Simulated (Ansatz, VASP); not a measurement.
## One calculation of Si, two programs

```
Si
1.0
     0.00000    2.71547    2.79693
     2.71547    0.00000    2.79693
     2.71547    2.71547    0.00000
Si
2
Direct
  0.50000 0.50000 0.50000
  0.75000 0.75000 0.75000
```

Change from the starting cell: zz strain of +3 %, PAW files.

Alike in both runs: task electric field gradients; functional PBE; k mesh 11 × 11 × 11; occupations fermi-dirac, width 0.08 eV; no spin polarisation.

|  | VASP | Ansatz |
| --- | --- | --- |
| version | VASP 6.6.1 | Ansatz 0.2.0 |
| potentials or method | VASP PAW PBE potentials, release 64 (Si) | PAW with Ansatz's default frozen-core files, scalar-relativistic |
| plane-wave cutoff (eV) | 520 | 420 |
| valence electrons in the cell | 8 | 8 |

```csv
,VASP,Ansatz,Ansatz less VASP
pressure (GPa),-0.8,-0.7,+0.08
largest component of the traceless stress (GPa),1.98,1.97,-0.005
Vzz of the field gradient on the site that differs most (V/Å²),-0.2,-0.2,-0.05
```
